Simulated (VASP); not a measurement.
A run of VASP 6.6.1 is set up as follows.

The input INCAR:

```
SYSTEM = HgSe
PREC = Accurate
ENCUT = 520
EDIFF = 1E-7
ISMEAR = 0
SIGMA = 0.1
LREAL = Auto
LASPH = .TRUE.
NELM = 100
ALGO = Fast
ISIF = 2
LWAVE = .FALSE.
LCHARG = .TRUE.
GGA = PS
LELF = .TRUE.
LVHAR = .TRUE.
ISYM = 0
NBANDS = 86
```

Contents of KPOINTS:

```
Automatic mesh
0
Gamma
  2 2 2
  0.5 0.5 0.5
```

POSCAR

```
HgSe
1.0
    6.0720000000     -6.0720000000      0.0000000000
    6.0720000000      0.0000000000      6.0720000000
    0.0000000000     -6.0720000000      6.0720000000
Hg Se
8 8
Direct
    0.5000000000      0.0000000000      0.0000000000
    0.5000000000      0.0000000000      0.5000000000
    0.5000000000      0.5000000000      0.0000000000
    0.5000000000      0.5000000000      0.5000000000
    0.0000000000      0.0000000000      0.0000000000
    0.0000000000      0.0000000000      0.5000000000
    0.0000000000      0.5000000000      0.0000000000
    0.0000000000      0.5000000000      0.5000000000
    0.1250000000      0.1250000000      0.6250000000
    0.1250000000      0.1250000000      0.1250000000
    0.1250000000      0.6250000000      0.6250000000
    0.1250000000      0.6250000000      0.1250000000
    0.6250000000      0.1250000000      0.6250000000
    0.6250000000      0.1250000000      0.1250000000
    0.6250000000      0.6250000000      0.6250000000
    0.6250000000      0.6250000000      0.1250000000
```

Potentials or basis: VASP PAW PBE potentials, release 64 (Hg, Se).

The run is started by

```sh
$ cat potpaw_PBE.64/Hg/POTCAR potpaw_PBE.64/Se/POTCAR > POTCAR
$ mpirun -np 1 vasp_std > vasp.out
```

Q: Predict the pressure.

A: 2.0 GPa.

Q: Estimate the band gap on the k mesh.

A: 0.74 eV.

Caveat: the PAW data sets were made with another functional, which shifts forces and pressure a little; spin-orbit coupling is left out, which moves the levels of the heavy elements. A k mesh can miss the band edges.
